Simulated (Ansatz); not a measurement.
# TiO (P4/mmm) in Ansatz: band structure with HSEsol

Aim: the band structure of TiO with HSEsol.

Everything below comes from runs of Ansatz 0.2.0. Logs are shortened: lines on timing, memory, paths and dates and some standing lists are left out, and cuts for length are marked.

## 1. The structure

The structure is tetragonal, space group P4/mmm (No. 123). Conventional cell: a = 3.009 Å, b = 3.009 Å, c = 3.680 Å, α = 90.00°, β = 90.00°, γ = 90.00°. Ti (site symmetry 4/mmm) has 2 O at 1.84 Å as nearest neighbours. O (site symmetry 4/mmm) is surrounded by 2 Ti at 1.84 Å.

The cell was built by a generator and needn't be a form met in nature.

## 2. Band structure, HSEsol

The input, input.yaml:

```yaml
crystal:
  lattice:
    - [3.00939, 0.0, 0.0]
    - [0.0, 3.00939, 0.0]
    - [0.0, 0.0, 3.68042]
  atoms:
    - { symbol: Ti, position: [0.0, 0.0, 0.0] }
    - { symbol: O, position: [0.0, 0.0, 0.5] }
hamiltonian:
  xc:
    exchange: hjs_pbesol
    correlation: pbesol
    exx: { coeff: 0.25, omega: 0.207 }
  pseudopotentials: { kind: paw }
kpoints:
  mp_grid: { grid: [5, 5, 4] }
  band_path:
    path:
      - [[0.0, 0.0, 0.0], [0.0, 0.5, 0.0], [0.5, 0.5, 0.0], [0.0, 0.0, 0.0], [0.0, 0.0, 0.5], [0.0, 0.5, 0.5], [0.5, 0.5, 0.5], [0.0, 0.0, 0.5]]
      - [[0.0, 0.5, 0.0], [0.0, 0.5, 0.5]]
      - [[0.5, 0.5, 0.0], [0.5, 0.5, 0.5]]
    npoints: 4
scf:
  occupations: { method: fermi_dirac, width: 0.05 }
  n_extra_bands: 6
output:
  forces: true
  stress: true
  eigenvalues: true
  fatbands: false
```

Potentials or basis: Ansatz PAW.

Run with:

```console
> ansatz run input.yaml --threads 2 --pin off --max-ram 5632MiB --backend cpu --events-out ev --progress --plain --runs-dir out
```

The program printed:

```text
Warning: output.stress: scf.convergence.dr2_threshold = 1e-7 eV (the SCF's general default) is looser than the 2e-10 eV advised for a printed stress (1e-10 eV for each atom of the cell: 2). What an SCF threshold leaves in a stress goes as its square root, and in the free energy as the threshold itself, and one threshold admits the most on a small cell: of the crystals measured, under no hybrid functional and no lock of the moments, on runs that ended without the residual-converged pass, on stresses that held no estimate of that error, the worst erred by over 100 MPa in a component at 1e-7 eV an atom and by under 5 at 1e-10. Set scf.convergence.dr2_threshold to 2e-10 eV or tighter. The threshold is an SCF's pass mark: one that does not reach it within its budget of iterations ends unconverged, or closes short of it on a stop that the run arms, and scf.convergence.dr2_threshold's page says what that costs each kind of run
Warning: output.stress: scf.exx.energy_threshold = 1e-6 eV is looser than the 2e-8 eV advised for a stress under a hybrid functional (1e-8 eV for each atom of the cell: 2). Every SCF of the exchange loop can meet its threshold on dr2 while the loop round them stops early: no threshold on dr2 bounds what that leaves in the stress. Set scf.exx.energy_threshold to 2e-8 eV or tighter. The threshold is the loop's pass mark: a loop that does not reach it within its budget of cycles ends unconverged, and scf.exx.energy_threshold's page has the law
Warning: RAYON_NUM_THREADS=2 ignored (pool sized by the plan → 2); use --threads N
scf.n_extra_bands = 6 over 9 filled bands (N_el = 18.0): the run solves 15 bands
Engine: ansatz 0.2.0, aarch64-unknown-linux-gnu
Pseudopotentials: kind: paw
Pseudopotential: Ti, paw, valence charge 12, recommended cutoff 420 eV (normal), Ti.paw.azcp
Pseudopotential: O, paw, valence charge 6, recommended cutoff 420 eV (normal), O.paw.azcp
Functional definition: unnamed
  parameter a_1 = 0.25
  parameter omega_1 = 0.207/angstrom
  exchange = pbe_x(mu = 0.12345679012345678) + (-a_1)*hjs_pbesol_x_sr(omega_1) + a_1*exact_x_sr(omega_1)
  correlation = pbe_c(beta = 0.046)
Crystal: 2 atoms, lattice volume = 33.331 Å³
Basis set: ecut = 420 eV, 629 PW (Γ), exchange–correlation on 48×48×50 points (8 copies of the dense FFT grid, shifted against one another)
Bands: 15, of which v1, the nominal top of the filled ones, is band 9 counted from 1 (8 counted from 0)
Symmetry: 16 space group operations
Space group: P4/mmm (ITA 123), of the structure as read, at distance tolerance 3.2e-5 Å
k-points: 18 of 100
Non-local potential: Ti, projectors of the file, l = 0: 3, l = 1: 2, l = 2: 3, l = 3: 1
Non-local potential: O, projectors of the file, l = 0: 2, l = 1: 2, l = 2: 1
PAW form: soft (Blöchl's): semilocal exchange-correlation on the pseudo side does not see the compensation charge
PAW frozen core: Ti, regenerated for the run's functional, and the local potential with it (the file was generated under x = pbe(κ = 0.804, μ = 0.2195149727645171), c = pbe(β = 0.06672455060314922))
PAW frozen core: O, regenerated for the run's functional, and the local potential with it (the file was generated under x = pbe(κ = 0.804, μ = 0.2195149727645171), c = pbe(β = 0.06672455060314922))
PAW one-centre angular grid: Ti, 590 points (default); XC on 64 Gauss nodes
PAW one-centre angular grid: O, 110 points (default); XC on 64 Gauss nodes
Initial density: superposition of atomic densities (neutral atoms: chi_scale 0, normalization atom), corrected by the library's trained network
Initial wavefunctions: pseudopotential atomic-orbital guess
Functional: x = pbesol(κ = 0.804, μ = 0.12345679012345678), c = pbesol(β = 0.046), warm-up for x = hjs_pbesol + 0.25 (exact − hjs_pbesol) at short range (ω = 0.207 Å⁻¹), c = pbesol(β = 0.046)
SCF iter   1: F=—  HF=-3035.111688 eV  |F-HF|=—  |Δ(HF+E_count)|=         —  Δρ=1.40e-2  dr2=4.33e-2  ethr=1.77e-3  ⟨swp⟩=6.6  Hψ=1103  notcnv=0
preconditioner: auto → none  [metal: Δε(μ)=0.090 eV  Ē_g=9.794 eV  σ=0.050 eV  W_gap=0.40  n_scr=6 (ndim 8)  ℏωp=20.3 eV  f_vac=0.022  D(μ)=2.99/eV (n_scr^D=36)  sad-step TF]
SCF iter   2: F=—  HF=-3035.099267 eV  |F-HF|=—  |Δ(HF+E_count)|=   1.24e-2  Δρ=5.46e-3  dr2=1.05e-2  ethr=2.41e-4  ⟨swp⟩=3.1  Hψ=565  notcnv=0
SCF iter   3: F=—  HF=-3035.098309 eV  |F-HF|=—  |Δ(HF+E_count)|=   9.57e-4  Δρ=5.83e-3  dr2=1.15e-2  ethr=5.86e-5  ⟨swp⟩=3.1  Hψ=629  notcnv=0
SCF iter   4: F=—  HF=-3035.097022 eV  |F-HF|=—  |Δ(HF+E_count)|=   1.29e-3  Δρ=2.90e-3  dr2=3.36e-3  ethr=5.86e-5  ⟨swp⟩=3.1  Hψ=638  notcnv=0
[... 35 lines left out ...]
SCF 2 stopped early in 18 iterations: F = -3043.656823 eV  dr2 = 5.12e-5
hybrid outer 1: dexx = +1.138e-1 eV, tail = 8.71e-4 eV
Exchange kernel: α = 0.2500, screened, ω = 0.2070 Å⁻¹, Wigner–Seitz truncation, v(0) = 1035.2486 eV·Å³, q-mesh 5×5×4, nearest image of the exchange supercell L = 14.72 Å, pair-density grid 15×15×18, without the augmentation charges, whose exchange is taken in its separable form by FFT convolution over the k-point mesh (sized by the pseudopotential files, 24×24×25 at the most), smooth part of the exact exchange by density-matrix convolution
Frozen-core exchange: fock
SCF iter   1: F=—  HF=-3043.655169 eV  |F-HF|=—  |Δ(HF+E_count)|=         —  Δρ=4.52e-4  dr2=6.18e-5  ethr=7.69e-6  ⟨swp⟩=3.0  Hψ=616  notcnv=0
preconditioner: auto → none  [metal: Δε(μ)=0.225 eV  Ē_g=10.818 eV  σ=0.050 eV  W_gap=0.49  n_scr=6 (ndim 8)  ℏωp=19.8 eV  f_vac=0.018  D(μ)=0.92/eV (n_scr^D=6)]
SCF iter   2: F=—  HF=-3043.655164 eV  |F-HF|=—  |Δ(HF+E_count)|=   5.65e-6  Δρ=6.99e-5  dr2=2.88e-5  ethr=1.63e-7  ⟨swp⟩=2.9  Hψ=457  notcnv=0
SCF iter   3: F=—  HF=-3043.655242 eV  |F-HF|=—  |Δ(HF+E_count)|=   7.85e-5  Δρ=2.31e-4  dr2=1.56e-5  ethr=2.40e-9  ⟨swp⟩=4.3  Hψ=760  notcnv=0
SCF iter   4: F=—  HF=-3043.655240 eV  |F-HF|=—  |Δ(HF+E_count)|=   1.84e-6  Δρ=1.23e-5  dr2=8.52e-6  ethr=2.40e-9  ⟨swp⟩=3.4  Hψ=558  notcnv=0
SCF iter   5: F=—  HF=-3043.655263 eV  |F-HF|=—  |Δ(HF+E_count)|=   2.21e-5  Δρ=1.30e-4  dr2=4.85e-6  ethr=1.09e-10  ⟨swp⟩=4.8  Hψ=859  notcnv=0
SCF iter   6: F=—  HF=-3043.655262 eV  |F-HF|=—  |Δ(HF+E_count)|=   6.16e-7  Δρ=5.09e-6  dr2=2.73e-6  ethr=1.09e-10  ⟨swp⟩=4.2  Hψ=690  notcnv=0
Mixer restart at iter 6: flushing history
SCF iter   7: F=—  HF=-3043.655269 eV  |F-HF|=—  |Δ(HF+E_count)|=   6.95e-6  Δρ=7.38e-5  dr2=1.58e-6  ethr=8.85e-12  ⟨swp⟩=4.9  Hψ=837  notcnv=0
SCF iter   8: F=—  HF=-3043.655271 eV  |F-HF|=—  |Δ(HF+E_count)|=   2.02e-6  Δρ=4.55e-5  dr2=6.26e-7  ethr=8.85e-12  ⟨swp⟩=4.7  Hψ=842  notcnv=0
SCF iter   9: F=—  HF=-3043.655272 eV  |F-HF|=—  |Δ(HF+E_count)|=   1.19e-6  Δρ=4.22e-5  dr2=5.65e-7  ethr=8.85e-12  ⟨swp⟩=5.0  Hψ=911  notcnv=0
SCF iter  10: F=—  HF=-3043.655272 eV  |F-HF|=—  |Δ(HF+E_count)|=   1.33e-7  Δρ=1.10e-5  dr2=4.69e-8  ethr=8.85e-12  ⟨swp⟩=5.1  Hψ=814  notcnv=0
SCF iter  11: F=-3043.655272 eV  HF=-3043.655272 eV  |F-HF|=1.92e-10  |Δ(HF+E_count)|=   1.01e-8  Δρ=1.15e-6  dr2=3.36e-10  ethr=8.85e-12  ⟨swp⟩=4.1  Hψ=654  notcnv=0
SCF 3 converged in 11 iterations: F = -3043.655272 eV  dr2 = 3.36e-10
  Residual-converged pass: ⟨swp⟩=2.3  Hψ=430  notcnv=0  max |occ|·‖R‖ = 1.3e-6 eV (tolerance 1.3e-6 eV)  dr2=3.35e-10  dr2_onsite=7.19e-11  max |Δocc| = 1.4e-13
hybrid outer 2: dexx = +2.361e-4 eV, tail = 1.24e-6 eV, Δε = 4.32e-2 eV (about 5.23e-3 eV left of the loop's levels)
Exchange kernel: α = 0.2500, screened, ω = 0.2070 Å⁻¹, Wigner–Seitz truncation, v(0) = 1035.2486 eV·Å³, q-mesh 5×5×4, nearest image of the exchange supercell L = 14.72 Å, pair-density grid 15×15×18, without the augmentation charges, whose exchange is taken in its separable form by FFT convolution over the k-point mesh (sized by the pseudopotential files, 24×24×25 at the most), smooth part of the exact exchange by density-matrix convolution
Frozen-core exchange: fock
SCF iter   1: F=—  HF=-3043.655266 eV  |F-HF|=—  |Δ(HF+E_count)|=         —  Δρ=8.84e-6  dr2=2.10e-8  ethr=1.09e-8  ⟨swp⟩=3.2  Hψ=614  notcnv=0
preconditioner: auto → none  [insulator: Δε(μ)=0.252 eV  Ē_g=11.450 eV  σ=0.050 eV  W_gap=0.51  n_scr=6 (ndim 8)  ℏωp=20.2 eV  f_vac=0.018  D(μ)=0.95/eV (n_scr^D=6)]
SCF iter   2: F=—  HF=-3043.655266 eV  |F-HF|=—  |Δ(HF+E_count)|=   2.33e-8  Δρ=7.18e-6  dr2=1.25e-8  ethr=6.61e-11  ⟨swp⟩=3.3  Hψ=524  notcnv=0
SCF iter   3: F=—  HF=-3043.655266 eV  |F-HF|=—  |Δ(HF+E_count)|=   1.01e-8  Δρ=6.93e-6  dr2=1.68e-8  ethr=3.94e-11  ⟨swp⟩=3.6  Hψ=562  notcnv=0  defer=1
SCF iter   4: F=-3043.655266 eV  HF=-3043.655266 eV  |F-HF|=2.47e-10  |Δ(HF+E_count)|=   2.90e-9  Δρ=1.14e-6  dr2=3.53e-10  ethr=3.94e-11  ⟨swp⟩=3.3  Hψ=556  notcnv=0  defer=1
SCF 4 converged in 4 iterations: F = -3043.655266 eV  dr2 = 3.53e-10
  Residual-converged pass: ⟨swp⟩=3.0  Hψ=501  notcnv=0  max |occ|·‖R‖ = 1.1e-6 eV (tolerance 1.3e-6 eV)  dr2=3.61e-10  dr2_onsite=7.98e-11  max |Δocc| = 1.7e-12
hybrid outer 3: dexx = +6.386e-8 eV, tail = 3.89e-9 eV, Δε = 7.26e-4 eV (about 1.99e-4 eV left of the loop's levels), ΔF = 2.07e-30 eV/Å (tail 7.43e-31)
at 4 of the mixer's solves, all of them in the SCFs whose states led to this one, it left a direction of its history that read negative out of its fit and stepped the other way along it
NSCF: frozen V_eff on 39 k-points
hybrid SCF converged: 3 outer / 33 inner (+9 warm-up), last move |dexx| = 6.39e-8 eV, tail = 3.89e-9 eV
Stability not checked: this state was not tested for a lower state beside it, because the functional holds exact exchange (a hybrid, or Hartree-Fock), whose exchange loop this test does not read (fock_operator; see scf.lower_state_search)
Free energy (F): -3043.655266 eV
Frozen-core exchange: fock
Harris-Foulkes:  -3043.655266 eV  (|F-HF|=2.47e-10)
Internal energy: -3043.647656 eV  (E = F + TS)
E sigma→0 (E₀):  -3043.651461 eV
Entropy (-TS):   -0.007610 eV (-3.805 meV/atom)
Fermi energy:    7.033622 eV
--- Per-component energies (eV) ---
  E_band       = -290.739636
  E_kinetic    = 443.763634
  E_local      = -1491.350917  (includes V_loc(G=0)·N_el)
  E_nonlocal   = 52.870052
  E_hartree    = 578.758222
  E_xc         = -135.375671
  E_vxc        = -169.827406  (∫ρ·V_xc dr)
  E_exx        = -58.052219  (= α·E_x^exact, valence–valence)
  E_paw        = -1155.914118  (= ΣΔE_a)
  E_vpaw       = -167.609937  (= ΣTr[D̂ρ^β])
  E_aug_tail   = 0.002451  (compensation charges beyond the density's cutoff)
  E_ewald      = -1278.285588
  E_core_change = -0.063501  (= ΣΔE_core)
  E_smearing   = -0.007610  (= −TS)
  E_closure    = -0.000000  (closes the sum)
  Σ components = -3043.655266   (vs F -3043.655266, Δ=4.55e-13)
--- Forces (eV/Å), atoms counted from 1 ---
  atom   1  Ti    -0.00000000    -0.00000000    -0.00000000
  atom   2  O      0.00000000    -0.00000000     0.00000000
  max |Σ_I F_I| component: 1.47e-29 eV/Å
--- Stress (GPa, compression-positive) ---
       -2.127799       0.000000       0.000000
        0.000000      -2.127799       0.000000
        0.000000       0.000000     -15.928221
  P = ⅓ Tr σ = -6.7279 GPa (-67.279 kbar)
--- Band table (eV; the first three rows and the last of 18) ---
  k-point 0: bands = ["-55.2156", "-29.9637", "-29.7549", "-29.7549", "-13.8273", "3.0445", "3.4409", "4.3093", "4.3093", "6.6339", "9.5945", "9.5945", "9.7664", "13.0417", "17.8341"]
  k-point 1: bands = ["-55.2137", "-30.0468", "-29.7502", "-29.7502", "-13.2192", "1.0578", "3.6397", "3.6397", "3.6875", "6.7087", "9.7751", "10.7552", "10.7552", "13.4564", "16.5346"]
  k-point 2: bands = ["-55.2119", "-30.1280", "-29.7458", "-29.7458", "-12.5212", "-0.6528", "3.1247", "3.1247", "3.9643", "6.7848", "9.7839", "11.8351", "11.8351", "12.5063", "17.6763"]
  k-point 17: bands = ["-55.1622", "-30.0735", "-29.9582", "-29.9539", "-12.0415", "-0.2907", "1.4812", "1.5601", "5.9187", "9.9022", "11.2715", "11.3828", "11.3993", "14.7463", "15.2866"]
```

It took 72 s on 2 threads of Arm Neoverse V1, shared host; peak memory 0.7 GiB.

Results:

```yaml
Free_energy: -3043.6553 eV
Pressure: -6.7 GPa
Band_gap_on_the_k_mesh: none (metal or under the smearing width)
```

Stress tensor (GPa, compression positive):
```
 -2.13   0.00   0.00
  0.00  -2.13   0.00
  0.00   0.00 -15.93
```

Levels at the corners of the path, in eV from the Fermi level:
```
point  band 6  band 7  band 8  band 9  band 10  band 11  band 12  band 13
    Γ   -3.99   -3.59   -2.72   -2.72    -0.40     2.56     2.56     2.73
    X   -5.29   -3.66   -2.51   -0.83     0.94     1.52     2.70     3.64
    M   -4.48   -4.48   -3.42   -1.70     1.36     1.36     3.71     4.26
    Γ   -3.99   -3.59   -2.72   -2.72    -0.40     2.56     2.56     2.73
    Z   -7.69   -3.91   -3.91   -3.07    -0.25     2.75     4.80     4.80
    R   -7.45   -6.18   -3.69   -0.53     1.57     2.28     4.21     4.85
    A   -7.29   -5.62   -5.62   -1.41     3.72     4.32     4.32     6.57
    Z   -7.69   -3.91   -3.91   -3.07    -0.25     2.75     4.80     4.80
    X   -5.29   -3.66   -2.51   -0.83     0.94     1.52     2.70     3.64
    R   -7.45   -6.18   -3.69   -0.53     1.57     2.28     4.21     4.85
    M   -4.48   -4.48   -3.42   -1.70     1.36     1.36     3.71     4.26
    A   -7.29   -5.62   -5.62   -1.41     3.72     4.32     4.32     6.57
```

Caveat: the k mesh is coarse (spacing up to 0.43 Å⁻¹), so the values aren't converged, least of all with exact exchange; the PAW data sets come from PBE, with cores solved anew for the run's functional, which leaves a small shift of forces and pressure; the thresholds are loose for stress.
